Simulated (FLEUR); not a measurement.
# Au (Im-3m) in FLEUR: further runs

One crystal, Au, is run at these levels: r2SCAN; tasks: band structure, equation of state.

Program: FLEUR MaX-R8.1 (later development tree). These are calculated values, not measurements. Logs are shortened: lines on timing, memory, paths and dates and some standing lists are left out, and cuts for length are marked.

### Step 1. The crystal as given

The structure is cubic, space group Im-3m (No. 229). Conventional cell: a = 3.315 Å, b = 3.315 Å, c = 3.315 Å, α = 90.00°, β = 90.00°, γ = 90.00°. Au (site symmetry m-3m) is surrounded by 8 Au at 2.87 Å.

This isn't the form of Au at room conditions, which is fcc.

### Step 2. Band structure, r2SCAN

The input, inp.xml:

```xml
<?xml version="1.0" encoding="UTF-8" standalone="no"?>
<fleurInput fleurInputVersion="0.39">
   <comment>
      Au                                                                                                  
   </comment>
   <calculationSetup>
      <cutoffs Kmax="4.1" Gmax="12.7" GmaxXC="12.7" numbands="0"/>
      <scfLoop itmax="80" minDistance="0.0001" maxIterBroyd="30" imix="Anderson" alpha="0.05" precondParam="0.0" spinf="2.0" sdNocoIR="T"/>
      <coreElectrons ctail="F" frcor="F" kcrel="0" coretail_lmax="0"/>
      <xcFunctional name="LibXC" relativisticCorrections="F">
         <LibXCName exchange="mgga_x_r2scan" correlation="mgga_c_r2scan"/>
         <AuxGGA exchange="117" correlation="130"/>
      </xcFunctional>
      <magnetism jspins="1"/>
      <soc l_soc="F" theta="0.0" phi="0.0" spav="F"/>
      <expertModes spex="0" secvar="F"/>
      <geometryOptimization l_f="F" forcealpha="1.0" forcemix="BFGS" epsdisp="0.00001" epsforce="0.00001"/>
      <ldaU l_linMix="F" mixParam="0.05" spinf="1.0"/>
   </calculationSetup>
   <cell>
      <bzIntegration valenceElectrons="19.0" mode="hist" fermiSmearingEnergy="0.00183747">
         <kPointListSelection listName="default-1"/>
         <!-- k-points included here -->
         <xi:include xmlns:xi="http://www.w3.org/2001/XInclude" href="kpts.xml"> </xi:include>
      </bzIntegration>
      <!-- symmetry operations included here -->
      <xi:include xmlns:xi="http://www.w3.org/2001/XInclude" href="sym.xml"> </xi:include>
      <bulkLattice scale="1.0">
         <bravaisMatrix>
            <row-1>   -3.1317845247897176     3.1317845247897176     3.1317845247897176</row-1>
            <row-2>    3.1317845247897176    -3.1317845247897176     3.1317845247897176</row-2>
            <row-3>    3.1317845247897176     3.1317845247897176    -3.1317845247897176</row-3>
         </bravaisMatrix>
      </bulkLattice>
   </cell>
   <atomSpecies>
      <species name="Gold (Au)" element="Au" atomicNumber="79">
         <mtSphere radius="2.51" gridPoints="829" logIncrement="0.016"/>
         <atomicCutoffs lmax="10" lnonsphr="10"/>
         <electronConfig flipSpins="F">
            <coreConfig>(1s1/2) (2s1/2) (2p1/2) (2p3/2) (3s1/2) (3p1/2) (3p3/2) (4s1/2) (3d3/2) (3d5/2) (4p1/2) (4p3/2) (4d3/2) (4d5/2) (4f5/2) (4f7/2)</coreConfig>
            <valenceConfig>(5s1/2) (5p1/2) (5p3/2) (6s1/2) (5d3/2) (5d5/2)</valenceConfig>
            <stateOccupation state="(6s1/2)" spinUp="0.500000" spinDown="0.500000"/>
         </electronConfig>
         <energyParameters s="6" p="6" d="5" f="5"/>
         <lo type="SCLO" l="0" n="5" eDeriv="0"/>
         <lo type="SCLO" l="1" n="5" eDeriv="0"/>
         <lo type="SCLO" l="1" n="5" eDeriv="1"/>
         <lo type="SCLO" l="2" n="5" eDeriv="2"/>
         <lo type="SCLO" l="3" n="5" eDeriv="2"/>
      </species>
   </atomSpecies>
   <atomGroups>
      <atomGroup species="Gold (Au)">
         <relPos label="                   1">.0000000000 .0000000000 .0000000000</relPos>
         <force calculate="T" relaxXYZ="TTT"/>
      </atomGroup>
   </atomGroups>
   <output dos="F" band="F" slice="F">
      <checks vchk="F" cdinf="F"/>
      <bandDOS minEnergy="-.5*Htr" maxEnergy="0.5*Htr" sigma="0.015" storeEVData="T"/>
      <vacuumDOS vacdos="F" integ="F" star="F" nstars="0" locx1="0.0" locy1="0.0" locx2="0.0" locy2="0.0" nstm="0" tworkf="0.0"/>
      <unfoldingBand unfoldBand="F" supercellX="1" supercellY="1" supercellZ="1"/>
      <plotting iplot="0" polar="F">
         <plot TwoD="T" vec1="  1.0  0.0  0.0" vec2="  0.0  1.0  0.0" vec3="  0.0  0.0  1.0" zero="  0.0  0.0  0.0" file="plot"/>
      </plotting>
      <chargeDensitySlicing numkpt="0" minEigenval="0.0" maxEigenval="0.0" nnne="0" pallst="F"/>
      <specialOutput eonly="F"/>
      <moessbauerParams electricFieldGradient="T" isomerShift="T" coreHyperfine="T" valenceHyperfine="T"/>
      <magneticCircularDichroism mcd="F" energyLo="-10.0" energyUp="0.0"/>
   </output>
  <!-- We include the file relax.xml here to enable relaxations (see documentation) -->
  <xi:include xmlns:xi="http://www.w3.org/2001/XInclude" href="relax.xml"> <xi:fallback/> </xi:include>
</fleurInput>
```

The input, crystal.txt:

```
Au
&input cartesian=F /
-1.6572690000  1.6572690000  1.6572690000
1.6572690000  -1.6572690000  1.6572690000
1.6572690000  1.6572690000  -1.6572690000
1.8897261246
1.0 1.0 1.0

1
79 0.0000000000  0.0000000000  0.0000000000

&kpt div1=11 div2=11 div3=11 gamma=T /
```

The input, inp.xml (bands):

```
<?xml version="1.0" encoding="UTF-8" standalone="no"?>
<fleurInput fleurInputVersion="0.39">
   <comment>
      Au                                                                                                  
   </comment>
   <calculationSetup>
      <cutoffs Kmax="4.1" Gmax="12.7" GmaxXC="12.7" numbands="0"/>
      <scfLoop itmax="80" minDistance="0.0001" maxIterBroyd="30" imix="Anderson" alpha="0.05" precondParam="0.0" spinf="2.0" sdNocoIR="T"/>
      <coreElectrons ctail="F" frcor="F" kcrel="0" coretail_lmax="0"/>
      <xcFunctional name="LibXC" relativisticCorrections="F">
         <LibXCName exchange="mgga_x_r2scan" correlation="mgga_c_r2scan"/>
         <AuxGGA exchange="117" correlation="130"/>
      </xcFunctional>
      <magnetism jspins="1"/>
      <soc l_soc="F" theta="0.0" phi="0.0" spav="F"/>
      <expertModes spex="0" secvar="F"/>
      <geometryOptimization l_f="F" forcealpha="1.0" forcemix="BFGS" epsdisp="0.00001" epsforce="0.00001"/>
      <ldaU l_linMix="F" mixParam="0.05" spinf="1.0"/>
   </calculationSetup>
   <cell>
      <bzIntegration valenceElectrons="19.0" mode="hist" fermiSmearingEnergy="0.00183747">
         <kPointListSelection listName="path-1"/>
         <!-- k-points included here -->
         <xi:include xmlns:xi="http://www.w3.org/2001/XInclude" href="kpts.xml"> </xi:include>
      </bzIntegration>
      <!-- symmetry operations included here -->
      <xi:include xmlns:xi="http://www.w3.org/2001/XInclude" href="sym.xml"> </xi:include>
      <bulkLattice scale="1.0">
         <bravaisMatrix>
            <row-1>   -3.1317845247897176     3.1317845247897176     3.1317845247897176</row-1>
            <row-2>    3.1317845247897176    -3.1317845247897176     3.1317845247897176</row-2>
            <row-3>    3.1317845247897176     3.1317845247897176    -3.1317845247897176</row-3>
         </bravaisMatrix>
      </bulkLattice>
   </cell>
   <atomSpecies>
      <species name="Gold (Au)" element="Au" atomicNumber="79">
         <mtSphere radius="2.51" gridPoints="829" logIncrement="0.016"/>
         <atomicCutoffs lmax="10" lnonsphr="10"/>
         <electronConfig flipSpins="F">
            <coreConfig>(1s1/2) (2s1/2) (2p1/2) (2p3/2) (3s1/2) (3p1/2) (3p3/2) (4s1/2) (3d3/2) (3d5/2) (4p1/2) (4p3/2) (4d3/2) (4d5/2) (4f5/2) (4f7/2)</coreConfig>
            <valenceConfig>(5s1/2) (5p1/2) (5p3/2) (6s1/2) (5d3/2) (5d5/2)</valenceConfig>
            <stateOccupation state="(6s1/2)" spinUp="0.500000" spinDown="0.500000"/>
         </electronConfig>
         <energyParameters s="6" p="6" d="5" f="5"/>
         <lo type="SCLO" l="0" n="5" eDeriv="0"/>
         <lo type="SCLO" l="1" n="5" eDeriv="0"/>
         <lo type="SCLO" l="1" n="5" eDeriv="1"/>
         <lo type="SCLO" l="2" n="5" eDeriv="2"/>
         <lo type="SCLO" l="3" n="5" eDeriv="2"/>
      </species>
   </atomSpecies>
   <atomGroups>
      <atomGroup species="Gold (Au)">
         <relPos label="                   1">.0000000000 .0000000000 .0000000000</relPos>
         <force calculate="T" relaxXYZ="TTT"/>
      </atomGroup>
   </atomGroups>
   <output dos="F" band="T" slice="F">
      <checks vchk="F" cdinf="F"/>
      <bandDOS minEnergy="-.5*Htr" maxEnergy="0.5*Htr" sigma="0.015" storeEVData="T"/>
      <vacuumDOS vacdos="F" integ="F" star="F" nstars="0" locx1="0.0" locy1="0.0" locx2="0.0" locy2="0.0" nstm="0" tworkf="0.0"/>
      <unfoldingBand unfoldBand="F" supercellX="1" supercellY="1" supercellZ="1"/>
      <plotting iplot="0" polar="F">
         <plot TwoD="T" vec1="  1.0  0.0  0.0" vec2="  0.0  1.0  0.0" vec3="  0.0  0.0  1.0" zero="  0.0  0.0  0.0" file="plot"/>
      </plotting>
      <chargeDensitySlicing numkpt="0" minEigenval="0.0" maxEigenval="0.0" nnne="0" pallst="F"/>
      <specialOutput eonly="F"/>
      <moessbauerParams electricFieldGradient="T" isomerShift="T" coreHyperfine="T" valenceHyperfine="T"/>
      <magneticCircularDichroism mcd="F" energyLo="-10.0" energyUp="0.0"/>
   </output>
  <!-- We include the file relax.xml here to enable relaxations (see documentation) -->
  <xi:include xmlns:xi="http://www.w3.org/2001/XInclude" href="relax.xml"> <xi:fallback/> </xi:include>
</fleurInput>
```

Potentials or basis: all-electron, FLAPW.

Launch:

```
$ inpgen -f crystal.txt -profile fastHighL
$ # inp.xml edited to the form shown
$ fleur_MPI
$ fleur_MPI   # second run, on inp.xml (bands)
```

Log:

```text
Welcome to FLEUR        (www.flapw.de)
      MaX-Release 8.1          (www.max-centre.eu)
 func_ids         498         497         498         497
 MetaGGA potential functional detected - V_tau will be computed
 Auxiliary Potential for radial basis: exchange=         117  correlation=         130
The functional 'Re-regularized SCAN exchange by Furness et al' is an exchange functional, it belongs to the 'MGGA' family and is defined in the reference(s):
[1] J. W. Furness, A. D. Kaplan, J. Ning, J. P. Perdew, and J. Sun.,  J. Phys. Chem. Lett. 11, 8208-8215 (2020)
[2] J. W. Furness, A. D. Kaplan, J. Ning, J. P. Perdew, and J. Sun.,  J. Phys. Chem. Lett. 11, 9248-9248 (2020)
The functional 'Re-regularized SCAN correlation by Furness et al' is a correlation functional, it belongs to the 'MGGA' family and is defined in the reference(s):
[1] J. W. Furness, A. D. Kaplan, J. Ning, J. P. Perdew, and J. Sun.,  J. Phys. Chem. Lett. 11, 8208-8215 (2020)
[2] J. W. Furness, A. D. Kaplan, J. Ning, J. P. Perdew, and J. Sun.,  J. Phys. Chem. Lett. 11, 9248-9248 (2020)
 Using same functional for VXC and EXC

 ========== k-point set info ==========
 Selected k-point list: default-1
 k-point list type: mesh
 11 x 11 x 11
 Number of k points: 56

 ------------Calculation Setup---------------------------
 Number of MPI-tasks      :            1
 Number of PE/node        :            1
 Number of OMP-threads    :            1
 Most efficient MPI parallelization for:
           1           2           4           7           8          14          28          56
 Additional eigenvalue parallelization possible
 Number of basis functions:          185
 Approximate size of matrices (H+S) per k-point:         0.001 GB
 --------------------------------------------------------
The functional 'Hammer, Hansen, and Norskov' is an exchange functional, it belongs to the 'GGA' family and is defined in the reference(s):
[1] B. Hammer, L. B. Hansen, and J. K. Nørskov.,  Phys. Rev. B 59, 7413 (1999)
The functional 'Perdew, Burke & Ernzerhof' is a correlation functional, it belongs to the 'GGA' family and is defined in the reference(s):
[1] J. P. Perdew, K. Burke, and M. Ernzerhof.,  Phys. Rev. Lett. 77, 3865 (1996)
[2] J. P. Perdew, K. Burke, and M. Ernzerhof.,  Phys. Rev. Lett. 78, 1396 (1997)
 Using same functional for VXC and EXC
 Using auxiliary GGA potential for the first iteration of MetaGGA calculation.
 Reset of history
 Reset of history
 Iteration:     1   Distance:      64.74184053 me/bohr^3
The functional 'Hammer, Hansen, and Norskov' is an exchange functional, it belongs to the 'GGA' family and is defined in the reference(s):
[1] B. Hammer, L. B. Hansen, and J. K. Nørskov.,  Phys. Rev. B 59, 7413 (1999)
The functional 'Perdew, Burke & Ernzerhof' is a correlation functional, it belongs to the 'GGA' family and is defined in the reference(s):
[1] J. P. Perdew, K. Burke, and M. Ernzerhof.,  Phys. Rev. Lett. 77, 3865 (1996)
[2] J. P. Perdew, K. Burke, and M. Ernzerhof.,  Phys. Rev. Lett. 78, 1396 (1997)
 Using same functional for VXC and EXC
 Iteration:     2   Distance:      60.97368581 me/bohr^3
The functional 'Hammer, Hansen, and Norskov' is an exchange functional, it belongs to the 'GGA' family and is defined in the reference(s):
[1] B. Hammer, L. B. Hansen, and J. K. Nørskov.,  Phys. Rev. B 59, 7413 (1999)
The functional 'Perdew, Burke & Ernzerhof' is a correlation functional, it belongs to the 'GGA' family and is defined in the reference(s):
[1] J. P. Perdew, K. Burke, and M. Ernzerhof.,  Phys. Rev. Lett. 77, 3865 (1996)
[2] J. P. Perdew, K. Burke, and M. Ernzerhof.,  Phys. Rev. Lett. 78, 1396 (1997)
 Using same functional for VXC and EXC
 Iteration:     3   Distance:      57.87004471 me/bohr^3
The functional 'Hammer, Hansen, and Norskov' is an exchange functional, it belongs to the 'GGA' family and is defined in the reference(s):
[1] B. Hammer, L. B. Hansen, and J. K. Nørskov.,  Phys. Rev. B 59, 7413 (1999)
The functional 'Perdew, Burke & Ernzerhof' is a correlation functional, it belongs to the 'GGA' family and is defined in the reference(s):
[1] J. P. Perdew, K. Burke, and M. Ernzerhof.,  Phys. Rev. Lett. 77, 3865 (1996)
[2] J. P. Perdew, K. Burke, and M. Ernzerhof.,  Phys. Rev. Lett. 78, 1396 (1997)
 Using same functional for VXC and EXC
 Iteration:     4   Distance:       8.18006484 me/bohr^3
The functional 'Hammer, Hansen, and Norskov' is an exchange functional, it belongs to the 'GGA' family and is defined in the reference(s):
[1] B. Hammer, L. B. Hansen, and J. K. Nørskov.,  Phys. Rev. B 59, 7413 (1999)
The functional 'Perdew, Burke & Ernzerhof' is a correlation functional, it belongs to the 'GGA' family and is defined in the reference(s):
[1] J. P. Perdew, K. Burke, and M. Ernzerhof.,  Phys. Rev. Lett. 77, 3865 (1996)
[2] J. P. Perdew, K. Burke, and M. Ernzerhof.,  Phys. Rev. Lett. 78, 1396 (1997)
 Using same functional for VXC and EXC
 Iteration:     5   Distance:       2.04228818 me/bohr^3
The functional 'Hammer, Hansen, and Norskov' is an exchange functional, it belongs to the 'GGA' family and is defined in the reference(s):
[... 39 lines left out ...]
 Using same functional for VXC and EXC
 Iteration:    11   Distance:       0.00117572 me/bohr^3
The functional 'Hammer, Hansen, and Norskov' is an exchange functional, it belongs to the 'GGA' family and is defined in the reference(s):
[1] B. Hammer, L. B. Hansen, and J. K. Nørskov.,  Phys. Rev. B 59, 7413 (1999)
The functional 'Perdew, Burke & Ernzerhof' is a correlation functional, it belongs to the 'GGA' family and is defined in the reference(s):
[1] J. P. Perdew, K. Burke, and M. Ernzerhof.,  Phys. Rev. Lett. 77, 3865 (1996)
[2] J. P. Perdew, K. Burke, and M. Ernzerhof.,  Phys. Rev. Lett. 78, 1396 (1997)
 Using same functional for VXC and EXC
 Iteration:    12   Distance:       0.00020176 me/bohr^3
The functional 'Hammer, Hansen, and Norskov' is an exchange functional, it belongs to the 'GGA' family and is defined in the reference(s):
[1] B. Hammer, L. B. Hansen, and J. K. Nørskov.,  Phys. Rev. B 59, 7413 (1999)
The functional 'Perdew, Burke & Ernzerhof' is a correlation functional, it belongs to the 'GGA' family and is defined in the reference(s):
[1] J. P. Perdew, K. Burke, and M. Ernzerhof.,  Phys. Rev. Lett. 77, 3865 (1996)
[2] J. P. Perdew, K. Burke, and M. Ernzerhof.,  Phys. Rev. Lett. 78, 1396 (1997)
 Using same functional for VXC and EXC
 Iteration:    13   Distance:       0.00020540 me/bohr^3
The functional 'Hammer, Hansen, and Norskov' is an exchange functional, it belongs to the 'GGA' family and is defined in the reference(s):
[1] B. Hammer, L. B. Hansen, and J. K. Nørskov.,  Phys. Rev. B 59, 7413 (1999)
The functional 'Perdew, Burke & Ernzerhof' is a correlation functional, it belongs to the 'GGA' family and is defined in the reference(s):
[1] J. P. Perdew, K. Burke, and M. Ernzerhof.,  Phys. Rev. Lett. 77, 3865 (1996)
[2] J. P. Perdew, K. Burke, and M. Ernzerhof.,  Phys. Rev. Lett. 78, 1396 (1997)
 Using same functional for VXC and EXC
 Iteration:    14   Distance:       0.00002207 me/bohr^3

 ********************************************************************
 Run finished successfully
 Stop message:
   all done
 ********************************************************************
```

Wall time 19 s (1 thread of Arm Neoverse V2, shared host); peak memory 0.08 GiB.

Results:

```
Free energy                                           : -518272.1183 eV
Band gap along the path                               : none (metal or under the smearing width)
Valence electrons inside the program's atomic spheres : Au 17.45 (radii Au 2.51 bohr)
```

Levels at the corners of the path, in eV from the Fermi level:
| point | band 6 | band 7 | band 8 | band 9 | band 10 | band 11 | band 12 | band 13 |
| --- | --- | --- | --- | --- | --- | --- | --- | --- |
| Γ | -4.68 | -4.68 | -4.68 | -2.91 | -2.91 | 17.31 | 17.31 | 17.31 |
| H | -6.44 | -1.81 | -1.81 | -1.81 | 6.68 | 6.68 | 6.68 | 9.47 |
| N | -5.68 | -3.04 | -2.74 | -1.46 | -0.08 | 3.42 | 13.04 | 14.12 |
| Γ | -4.68 | -4.68 | -4.68 | -2.91 | -2.91 | 17.31 | 17.31 | 17.31 |
| P | -5.08 | -5.08 | -2.70 | -2.70 | 2.92 | 7.42 | 7.42 | 7.42 |
| H | -6.44 | -1.81 | -1.81 | -1.81 | 6.68 | 6.68 | 6.68 | 9.47 |
| P | -5.08 | -5.08 | -2.70 | -2.70 | 2.92 | 7.42 | 7.42 | 7.42 |
| N | -5.68 | -3.04 | -2.74 | -1.46 | -0.08 | 3.42 | 13.04 | 14.12 |

Core levels (eV from the Fermi level):
| atom | levels |
| --- | --- |
| 1 Au | 1s1/2 -80656.8, 2s1/2 -14216.8, 2p1/2 -13629.7, 2p3/2 -11793.9, 3s1/2 -3352.8, 3p1/2 -3089.5, 3p3/2 -2684.4, 4s1/2 -725.3, 3d3/2 -2248.7, 3d5/2 -2161.7, 4p1/2 -613.1, 4p3/2 -515.9, 4d3/2 -332.7, 4d5/2 -314.6, 4f5/2 -79.8, 4f7/2 -75.9 |

Caveat: the meta-GGA is that of a development version, with a GGA for the radial functions and cores and without core tails; spin-orbit coupling is left out, which moves the levels of the heavy elements.

### Step 3. Equation of state, r2SCAN, 17.11 Å³/atom (volume scaled by 0.94)

inp.xml, as its differences from that of step 2:

```diff
@@ -27,3 +27,3 @@
       <xi:include xmlns:xi="http://www.w3.org/2001/XInclude" href="sym.xml"> </xi:include>
-      <bulkLattice scale="1.0">
+      <bulkLattice scale="0.9795861087">
          <bravaisMatrix>
@@ -37,3 +37,3 @@
       <species name="Gold (Au)" element="Au" atomicNumber="79">
-         <mtSphere radius="2.51" gridPoints="829" logIncrement="0.016"/>
+         <mtSphere radius="2.46" gridPoints="829" logIncrement="0.016"/>
          <atomicCutoffs lmax="10" lnonsphr="10"/>
```

Potentials or basis: all-electron, FLAPW.

Launch:

```
$ inpgen -f crystal.txt -profile fastHighL
$ # inp.xml edited to the form shown
$ fleur_MPI
```

It took 16 s on 1 thread of Arm Neoverse V2, shared host; peak memory 0.09 GiB.

Results (log left out):

```yaml
Free_energy: -518272.1151 eV
Band_gap_on_the_k_mesh: none (metal or under the smearing width)
Valence_electrons_inside_the_program's_atomic_spheres: Au 17.36 (radii Au 2.46 bohr)
```

Caveat: the meta-GGA is that of a development version, with a GGA for the radial functions and cores and without core tails.

### Step 4. Equation of state, r2SCAN, 17.48 Å³/atom (volume scaled by 0.96)

inp.xml, as its differences from that of step 3:

```diff
@@ -27,3 +27,3 @@
       <xi:include xmlns:xi="http://www.w3.org/2001/XInclude" href="sym.xml"> </xi:include>
-      <bulkLattice scale="0.9795861087">
+      <bulkLattice scale="0.9864848297">
          <bravaisMatrix>
```

Launch:

```
$ inpgen -f crystal.txt -profile fastHighL
$ # inp.xml edited to the form shown
$ fleur_MPI
```

Wall time 16 s (1 thread of Arm Neoverse V2, shared host); peak memory 0.09 GiB.

Results (log left out):

```yaml
Free_energy: -518272.1230 eV
Band_gap_on_the_k_mesh: none (metal or under the smearing width)
Valence_electrons_inside_the_program's_atomic_spheres: Au 17.34 (radii Au 2.46 bohr)
```

Caveat: the meta-GGA is that of a development version, with a GGA for the radial functions and cores and without core tails.

(Continued in part 2 of 2.)
